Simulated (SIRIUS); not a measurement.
Pd in SIRIUS: the effect of dispersion

Crystal: Pd.

```
Pd
1.0
     0.00000    1.94650    1.94650
     1.94650    0.00000    1.94650
     1.94650    1.94650    0.00000
Pd
1
Direct
  0.00000 0.00000 0.00000
```

Alike in all runs:

* Program: SIRIUS 7.12.0
* Task: equation of state
* Functional: PBE
* Potentials or basis: all-electron FP-LAPW
* Cutoff: 169 eV
* Basis: apw+lo standard
* k mesh: 12 × 12 × 12
* Occupations: fermi-dirac, width 0.05 eV
* Spin: no spin polarisation

```tsv
dispersion	V0 of scaled cells (Å³/atom)	B0 (GPa)
none	?	?
D3	14.64	195
D3(BJ)	14.66	194
D4	14.86	184
```

What does the run with dispersion none give?

V0 of scaled cells 15.28 Å³/atom; B0 163 GPa.

Caveats: the basis cutoff falls short for Ag, Pd and Pb here, so volumes come out up to a per cent or two small and moduli rough.
